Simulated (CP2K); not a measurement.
Pb under changes of volume

One of the cells (31.034 Å³/atom); the others are scaled copies at fixed shape and fractional positions:

```xyz
1
Lattice="3.4289 0.0000 0.0000 -1.1430 3.2328 0.0000 -1.1430 -1.6164 2.7997" Properties=species:S:1:pos:R:3 pbc="T T T"
Pb    0.0000    0.0000    0.0000
```

This isn't the form of Pb at room conditions, which is fcc.

| Item | Value |
| --- | --- |
| Program | CP2K 2026.2 |
| Functional | PBEsol |
| Potentials or basis | POTENTIAL_UZH Pb GTH-PBE-q4; TZVP-MOLOPT-PBE-GTH basis |
| Density cutoff | 6123 eV |
| k mesh | 9 × 9 × 9 |
| Occupations | fermi-dirac, width 0.1 eV |
| Spin | no spin polarisation |

```csv
volume (Å³/atom),energy over the lowest point (meV/atom),pressure (GPa)
29.172,28.13,4.3
29.792,14.52,3.0
30.413,?,?
31.034,0.95,0.9
31.654,0.00,0.0
32.275,2.37,-0.8
32.896,7.65,-1.5
```

Question: What does the run at 30.413 Å³/atom give?

Answer: Energy over the lowest point 5.64 meV/atom; pressure 1.9 GPa.

Worked out: A Birch-Murnaghan fit of order 3 (a polynomial in V^(-2/3)) to the other rows has its minimum at 31.51 Å³/atom with B0 = V·E''(V) = 44 GPa and B' = 5.1. It gives 5.63 meV/atom at 30.413 Å³/atom, against the run's 5.64, and -dE/dV = 1.7 GPa, against 1.9.

Energies are extrapolated to zero smearing.

Caveats: the potentials were made for another functional, which shifts forces and pressure; the basis of atomic orbitals isn't converged, which shifts pressures, moduli and gaps.
